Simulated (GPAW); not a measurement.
Runs of GPAW 26.7.0 on AlN. Symmetry: F-43m, No. 216, cubic system. The conventional cell has a = 4.368 Å, b = 4.368 Å, c = 4.368 Å, α = 90.00°, β = 90.00°, γ = 90.00°. Around Al (site symmetry -43m) lie 4 N at 1.89 Å. N (site symmetry -43m) has 4 Al at 1.89 Å as nearest neighbours. Measurements of this composition are mostly on another form, of space group No. 186.

| task | level | potentials or basis | cell | k mesh | cutoff (eV) | maxiter | band path | band points | optimizer | fmax | other keys | mesh quality | gap on the mesh (eV) | pressure (GPa) | V0 of scaled cells (Å³/atom) | B0 (GPa) |
| --- | --- | --- | --- | --- | --- | --- | --- | --- | --- | --- | --- | --- | --- | --- | --- | --- |
| band structure | r4SCAN | GPAW PAW data sets (gpaw-data 1.2.1), pw | as given | 10 × 10 × 10 | 800 | 150 | GXWKGLUWLK,UX | 60 | - | - | - | not flagged | 3.96 | 1.0 | - | - |
| relaxation of cell and atoms | PBEsol | PAW data sets generated in the run's folder for this functional, pw | relaxed to 20 GPa | 10 × 10 × 10 | 800 | 150 | - | - | BFGS | 0.02 eV/Å | - | not flagged | (b) | 20.0 | - | - |
| band structure | PBEint | PAW data sets generated in the run's folder for this functional, pw | as given | 10 × 10 × 10 | 800 | 150 | GXWKGLUWLK,UX | 80 | - | - | - | not flagged | 3.16 | 4.2 | - | - |
| relaxation of cell and atoms | PBEsol | PAW data sets generated in the run's folder for this functional, pw | relaxed to 30 GPa | 10 × 10 × 10 | 800 | 150 | - | - | BFGS | 0.02 eV/Å | - | not flagged | 3.22 | 29.9 | - | - |
| equation of state | OLYP+D3(BJ) | PAW data sets generated in the run's folder for this functional, pw | as given | 10 × 10 × 10 | 800 | 150 | - | - | - | - | - | not flagged | - | - | (a) | 216 |
| single point | PBE | GPAW PAW data sets (gpaw-data 1.2.1), pw | as given | 5 × 5 × 5 | 800 | 60 | - | - | - | - | several, not listed | coarse | 3.88 | 5.8 | - | - |
| single point | TB-mBJ | GPAW PAW data sets for LDA (gpaw-data 1.2.1), pw | as given | 10 × 10 × 10 | 800 | 150 | - | - | - | - | - | not flagged | 4.97 | - | - | - |
| relaxation of cell and atoms | PBEsol | PAW data sets generated in the run's folder for this functional, pw | relaxed to 5 GPa | 10 × 10 × 10 | 800 | 150 | - | - | BFGS | 0.02 eV/Å | - | not flagged | 3.19 | 5.0 | - | - |
| relaxation of cell and atoms | PBEsol | PAW data sets generated in the run's folder for this functional, pw | relaxed to 2 GPa | 10 × 10 × 10 | 800 | 150 | - | - | BFGS | 0.02 eV/Å | - | not flagged | 3.18 | 2.2 | - | - |
| equation of state | BP86 | PAW data sets generated in the run's folder for this functional, pw | as given | 10 × 10 × 10 | 800 | 150 | - | - | - | - | - | not flagged | - | - | 10.76 | (c) |
| single point | YS-PBE0 | GPAW PAW data sets (gpaw-data 1.2.1), pw | as given | 5 × 5 × 5 | 600 | 60 | - | - | - | - | - | coarse | 5.47 | - | - | - |
| single point | PBEsol0 | GPAW PAW data sets (gpaw-data 1.2.1), pw | as given | 5 × 5 × 5 | 600 | 60 | - | - | - | - | - | coarse | 5.80 | - | - | - |

Alike in all rows: no spin polarisation; smearing fermi-dirac 0.05 eV.

Problem. Fill in the values left out.

Solution. (a) 10.07; (b) 3.21; (c) 192.

Caveats: some runs use coarse meshes; the PAW data sets were made with another functional, which shifts forces and pressure a little (some runs); later steps reuse the first step's grids (some runs); an odd mesh through Γ misses points on the zone boundary, where band edges often lie (some runs); a model potential gives levels but no total energy (some runs); the relaxation stopped at its first step, so nothing moved (some runs).
